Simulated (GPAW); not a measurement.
Crystal: Sr.

```
Sr
1.0
     0.00000    3.04235    3.04235
     3.04235    0.00000    3.04235
     3.04235    3.04235    0.00000
Sr
1
Direct
  0.00000 0.00000 0.00000
```

Base run:

```yaml
Program: GPAW 26.7.0
Functional: LDA
Potentials_or_basis: the program's PAW data sets (release 1.2.1) made for this functional
Cutoff: 600 eV
Basis: pw
k_mesh: 8 × 8 × 8
Occupations: gaussian, width 0.02 eV
Spin: no spin polarisation
```

Its results: band gap on the k mesh none (metal or under the smearing width); pressure -1.6 GPa.

Question: The run is repeated on the same cell with these changes: functional from LDA to RPBE. What comes out?

Answer: Band gap on the k mesh none (metal or under the smearing width); pressure 0.3 GPa.

RPBE binds less tightly than LDA, so the same cell stands under more pressure.

Not every run made on this cell is shown here.
